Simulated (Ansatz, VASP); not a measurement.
Si2Mo in VASP and in Ansatz

```
CELL_PARAMETERS angstrom
4.58547 0.00000 0.00000
-2.29274 3.97113 0.00000
0.00000 0.00000 6.57976
ATOMIC_POSITIONS crystal
Mo 0.50000 0.50000 0.83333
Mo 0.00000 0.50000 0.16667
Mo 0.50000 0.00000 0.50000
Si 0.16387 0.32775 0.50000
Si 0.67225 0.83613 0.16667
Si 0.83613 0.16387 0.83333
Si 0.83613 0.67225 0.50000
Si 0.32775 0.16387 0.16667
Si 0.16387 0.83613 0.83333
```

Measurements of this composition are mostly on another form, of space group No. 139.

Alike in both runs: task relaxation of cell and atoms; functional PBE; k mesh 5 × 5 × 3; occupations fermi-dirac, width 0.05 eV; no spin polarisation.

```csv
,VASP,Ansatz
version,VASP 6.6.1,Ansatz 0.2.0
potentials or method,"VASP PAW PBE potentials, release 64 (Mo_sv_GW, Si_GW)",Ansatz PAW
plane-wave cutoff (eV),600,420
valence electrons in the cell,66,66
```

|  | VASP | Ansatz | Ansatz less VASP |
| --- | --- | --- | --- |
| gap on the k mesh at the Fermi level, each at its own relaxed structure (eV) | 0.60 | 0.60 | +0.003 |
| relaxed volume (Å³/atom) | 13.52 | 13.53 | +0.008 |
| relaxed cell length with the largest relative difference (Å) | 6.605 | 6.606 | +0.0018 |
| energy change over the relaxation (meV/atom) | -2 | -2 | -0.1 |

Caveats: an odd mesh through Γ misses points on the zone boundary, where band edges often lie (VASP); odd divisions of the mesh miss points on the zone boundary, where band edges often lie, so the gap on the mesh can be too wide (Ansatz); the plane-wave basis is chosen anew once the cell has moved, so the energies of steps on either side of that aren't comparable (Ansatz).
